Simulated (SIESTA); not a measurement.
Runs of SIESTA 5.4.2 on CoO. The structure is cubic, space group Fm-3m (No. 225). Conventional cell: a = 4.263 Å, b = 4.263 Å, c = 4.263 Å, α = 90.00°, β = 90.00°, γ = 90.00°. Around Co (site symmetry m-3m) lie 6 O at 2.13 Å. O (site symmetry m-3m) is surrounded by 6 Co at 2.13 Å. 

```tsv
task	level	potentials or basis	k mesh	gap on the mesh (eV)	pressure (GPa)	moment (μB)
band structure	LDA	PseudoDojo 0.4 standard (LDA files), DZP (energy shift 0.002 Ry)	11 × 11 × 11	none	-18.7	2.84
single point	LDA	PseudoDojo 0.4 standard (LDA files), TZP (energy shift 0.002 Ry)	8 × 8 × 8	none	(a)	2.84
single point	PBE	PseudoDojo 0.4 standard (PBE files), DZP (energy shift 0.002 Ry)	8 × 8 × 8	none	-0.9	2.97
band structure	PBE	PseudoDojo 0.4 standard (PBE files), DZ (energy shift 0.002 Ry)	11 × 11 × 11	none	(b)	2.98
band structure	AM05	PseudoDojo 0.4 standard (PBEsol files), DZP (energy shift 0.002 Ry)	11 × 11 × 11	none	-10.4	2.94
```

Alike in all rows: spin collinear, ferromagnetic start; cell as given; smearing fermi-dirac 0.05 eV; grid cutoff 800 Ry; energy shift 0.002 Ry.

Task: Estimate the missing entries.

Result: (a) -19.3; (b) -3.7.

Caveats: semicore shells carry a single zeta, which can move pressures by several GPa and volumes by a few percent; the basis of atomic orbitals isn't converged, which shifts pressures, moduli and gaps; a cell with one magnetic atom can't hold antiferromagnetic order, which such compounds often take; semilocal functionals often make such compounds metallic where correlation or magnetic order opens a gap, which also shifts bond lengths; so large a pressure means that the cell lies far from this level's equilibrium, or that cutoff or potentials fall short (some runs); the basis has no polarisation orbitals (some runs); the potentials were made for another functional, which shifts forces and pressure (some runs).

A gap of «none» marks a metal or a gap under the smearing width.
